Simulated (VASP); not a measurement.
ZnO (zincite):

```
Zn O
1.0
     3.24931    0.00000    0.00000
    -1.62465    2.81398    0.00000
     0.00000    0.00000    5.20571
Zn O
2 2
Direct
  0.66667 0.33333 0.00000
  0.33333 0.66667 0.50000
  0.33333 0.66667 0.87901
  0.66667 0.33333 0.37901
```

```yaml
Program: VASP 6.6.1
Task: relaxation of cell and atoms
Functional: LDA
Potentials_or_basis: VASP PAW LDA potentials, release 64 (Zn, O)
Cutoff: 600 eV
k_mesh: 9 × 9 × 5
Occupations: fermi-dirac, width 0.05 eV
Spin: no spin polarisation
```

At the start: pressure -6.3 GPa; volume 11.90 Å³/atom.

Task: How do energy, volume and symmetry change on relaxing?

Result: Over 11 steps the energy falls by 10.4 meV/atom and the volume is 11.40 Å³/atom (-4.2 %); space group P6_3mc (No. 186, to 0.05 Å).

Step by step:
| step | energy change (eV) | largest force (eV/Å) | pressure (GPa) | volume (Å³) |
| --- | --- | --- | --- | --- |
| 1 | 0.0000 | 0.0554 | -6.26 | 47.60 |
| 2 | -0.0261 | 0.0406 | 4.32 | 44.47 |
| 3 | -0.0413 | 0.0029 | -0.02 | 45.61 |
| 4 | -0.0413 | 0.0017 | 0.17 | 45.57 |
| 5 | -0.0414 | 0.0205 | 0.10 | 45.58 |
| 6 | -0.0414 | 0.0222 | 0.13 | 45.58 |
| 7 | -0.0415 | 0.0137 | -0.08 | 45.64 |
| 8 | -0.0415 | 0.0104 | -0.18 | 45.67 |
| 9 | -0.0416 | 0.0012 | -0.11 | 45.65 |
| 10 | -0.0416 | 0.0056 | -0.10 | 45.64 |
| 11 | -0.0416 | 0.0025 | 0.06 | 45.60 |

Final structure:
```
CELL_PARAMETERS angstrom
3.19379 0.00000 0.00000
-1.59689 2.76590 0.00000
0.00000 0.00000 5.16197
ATOMIC_POSITIONS crystal
Zn 0.66667 0.33333 0.00024
Zn 0.33333 0.66667 0.50024
O 0.33333 0.66667 0.87877
O 0.66667 0.33333 0.37877
```
